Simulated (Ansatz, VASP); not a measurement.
**Two plane-wave programs on CdF2**

INCAR

```
SYSTEM = CdF2
PREC = Accurate
ENCUT = 520
EDIFF = 1E-6
ISMEAR = -1
SIGMA = 0.05
LREAL = .False.
LASPH = .True.
NELM = 100
ALGO = Normal
ISIF = 2
LWAVE = .False.
LCHARG = .True.
LELF = .True.
LVHAR = .True.
NBANDS = 20
```

Contents of KPOINTS:

```
regular mesh
0
Gamma
  9 9 9
  0 0 0
```

POSCAR

```
CdF2
1.0
    0.0000000000      2.6390049769      2.6390049769
    2.6390049769      0.0000000000      2.6390049769
    2.6390049769      2.6390049769      0.0000000000
Cd F
1 2
Direct
    0.0000000000      0.0000000000      0.0000000000
    0.7500000000      0.7500000000      0.7500000000
    0.2500000000      0.2500000000      0.2500000000
```

File input.yaml:

```yaml
crystal:
  lattice:
    - [0.0, 2.6390049769, 2.6390049769]
    - [2.6390049769, 0.0, 2.6390049769]
    - [2.6390049769, 2.6390049769, 0.0]
  atoms:
    - { symbol: Cd, position: [0.0, 0.0, 0.0] }
    - { symbol: F, position: [0.75, 0.75, 0.75] }
    - { symbol: F, position: [0.25, 0.25, 0.25] }
hamiltonian:
  xc: lda
  pseudopotentials: { kind: paw }
kpoints:
  mp_grid: { grid: [9, 9, 9] }
scf:
  occupations: { method: fermi_dirac, width: 0.05 }
output:
  forces: true
  stress: true
  eigenvalues: true
  write_density: true
  write_potential: true
  elf: true
  volumetric_format: npy
```

Alike in both runs: task single point; functional LDA; k mesh 9 × 9 × 9; occupations fermi-dirac, width 0.05 eV; no spin polarisation.

|  | VASP | Ansatz |
| --- | --- | --- |
| version | VASP 6.6.1 | Ansatz 0.2.0 |
| potentials or method | VASP PAW LDA potentials, release 64 (Cd, F) | Ansatz PAW |
| plane-wave cutoff (eV) | 520 | 420 |
| valence electrons in the cell | 26 | 34 |

```csv
,VASP,Ansatz,Ansatz less VASP
gap on the k mesh at the Fermi level (eV),3.04,3.06,+0.018
least direct gap on the mesh (eV),3.41,3.42,+0.013
pressure (GPa),2.7,1.4,-1.28
```

The two sets of potentials don't hold the same shells in valence.

Caveats: an odd mesh through Γ misses points on the zone boundary, where band edges often lie (VASP); odd divisions of the mesh miss points on the zone boundary, where band edges often lie, so the gap on the mesh can be too wide (Ansatz); the pressure holds a Pulay correction of +0.9 GPa for the finite cutoff (Ansatz); the PAW data sets come from PBE, with cores solved anew for the run's functional, which leaves a small shift of forces and pressure (Ansatz). Expect the measured gap to be larger: semilocal functionals such as LDA lack the derivative discontinuity.
